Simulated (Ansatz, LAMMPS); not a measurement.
# Amorphous TiO2 at 3.34 g/cm^3 (84 atoms): relaxation and levels of theory

Which bonds does the relaxation leave, and how do the Kohn-Sham gap, forces and pressure change with k-mesh and functional?

Calculated with Ansatz 0.2.0: Kohn-Sham DFT, PBE, PAW (set soft_2), plane waves; cutoff 420 eV, Γ point, fermi-dirac smearing of 0.025 eV.

**The cell**

Density at the start: 3.34 g/cm³. The cell holds 84 atoms: 28 Ti and 56 O. Its edges and angles: a = 10.363 Å, b = 10.363 Å, c = 10.363 Å, α = 90.0°, β = 90.0°, γ = 90.0°. 84 atoms (28 Ti, 56 O) placed at random at 3.34 g/cm³, melted at 5000 K for 10 ps at fixed volume with the Morse and Coulomb pair potential with partial charges (Pedone, Malavasi, Menziani, Cormack and Segre, J. Phys. Chem. B 110, 11780 (2006)). Quenched from 5000 K to 300 K at 50 K/ps and fixed volume, held 5 ps, then minimised at fixed cell.

The atoms were relaxed with PBE. The walk converged after 16 steps, with a largest force component of 0.0297 eV/Å; it began at an r.m.s. force component of 0.66 eV/Å. The energy fell by 41.4 meV an atom.

The input of the reference single point:

```yaml
crystal:
  lattice:
    - [10.3626, 0.0, 0.0]
    - [0.0, 10.3626, 0.0]
    - [0.0, 0.0, 10.3626]
  atoms:
    - { symbol: Ti, position: [0.34959, 0.79087, 0.58057] }
    - { symbol: Ti, position: [0.78672, 0.05119, 0.14287] }
    - { symbol: Ti, position: [0.73212, 0.75052, 0.01129] }
    - { symbol: Ti, position: [0.02617, 0.88056, 0.49581] }
    [... 78 atom lines left out ...]
    - { symbol: O, position: [0.03953, 0.05602, 0.48931] }
    - { symbol: O, position: [0.30694, 0.09794, 0.38985] }
kpoints:
  mp_grid: { grid: [1, 1, 1] }
hamiltonian:
  xc: pbe
scf:
  occupations: { method: fermi_dirac, width: 0.025 }
output:
  forces: true
  stress: true
  populations: true
  dos:
    method: { smearing: { sigma: 0.08 } }
    de: 0.05
    projected: { site_lists: { O: [O], Ti: [Ti] } }
  eigenvalues: true
  write_density: true
  write_potential: true
  volumetric_format: npy
```

**Bonds after relaxation**

Bonds by pair of elements; cutoffs follow the first minimum of g(r), held within bounds set by covalent radii, and pairs that aren't listed don't count as bonded:

| pair A-B | cutoff (Å) | bonds | mean length (Å) | spread (Å) | shortest (Å) | B about A | A about B |
| --- | --- | --- | --- | --- | --- | --- | --- |
| O-Ti | 2.64 | 136 | 1.92 | 0.162 | 1.76 | 2.43 | 4.86 |

How many atoms have how many bonded neighbours:

| element | mean | 2 | 3 | 4 | 5 | 6 |
| --- | --- | --- | --- | --- | --- | --- |
| O | 2.43 | 33 | 22 | 1 | 0 | 0 |
| Ti | 4.86 | 0 | 0 | 8 | 16 | 4 |

**Levels of theory**

Single points at the relaxed geometry:

| functional | k-mesh | Kohn-Sham gap (eV) | pressure (GPa) | r.m.s. force component (eV/Å) | SCF cycles | time |
| --- | --- | --- | --- | --- | --- | --- |
| PBE | 1×1×1 | 2.847 | 2.21 | 0.009 | 12 | 25 s |
| PBE | 2×2×2 | 2.805 | 2.21 | 0.014 | 12 | 4 min |
| HSE06 | 1×1×1 | 4.386 | -3.58 | 0.196 | 25 | 8.2 min |
| r2SCAN | 1×1×1 | 3.203 | -1.63 | 0.069 | 12 | 58 s |
| PBEsol | 1×1×1 | 2.819 | -2.57 | 0.083 | 13 | 26 s |

The gap is that between the highest filled and lowest empty Kohn-Sham level on the run's k-points. Cutoffs: 420 eV for PBE, HSE06 and PBEsol; 500 eV for r2SCAN. Times come from shared hosts and are rough.

**Findings**

By these cutoffs 59 % of O atoms have 2 and 57 % of Ti atoms have 5 neighbours. The Kohn-Sham gap is 2.85 eV with PBE on the 1×1×1 mesh and 2.81 eV on 2×2×2. On the 1×1×1 mesh HSE06 changes the gap by +1.54 eV against PBE. Carrying that shift over to the 2×2×2 mesh gives 2.81 + 1.54 = 4.34 eV, an estimate that takes the shift to be alike at all k-points. On the reference's mesh the gap changes with r2SCAN by +0.36 eV and PBEsol by -0.03 eV. Against the reference the pressure changes with HSE06 by -5.8 GPa, r2SCAN by -3.8 GPa and PBEsol by -4.8 GPa; a negative change means a smaller volume than PBE would take. The denser mesh moves the energy by +0.2 meV/atom and the pressure by +0.00 GPa.

Limits: All single points share the geometry relaxed with PBE. The density was set when the cell was made, as one point of a scan, and needn't be that of the real material. One sample; tail or defect levels can set the gap of a disordered cell. The quench rate of 50 K/ps is many orders above laboratory rates, so the cell is likely richer in defects and strain than a real sample. The network of bonds at the start is that of the classical potential that made the cell, and needn't be the one that DFT or experiment would give. In some runs the program notes that it cut back its work space to fit the memory limit, the exchange threshold is loose for the stress and the SCF threshold is loose for the stress.

[Logs are printed without paths, hosts, clocks, repeated set-up lines and the standing remarks that a program may print on its own settings, such as how far it seeks lower states.]

[Hosts, paths, dates, database ids (printed as entryN), source tags and the programs' standing remarks are cut or masked in the printed files.]
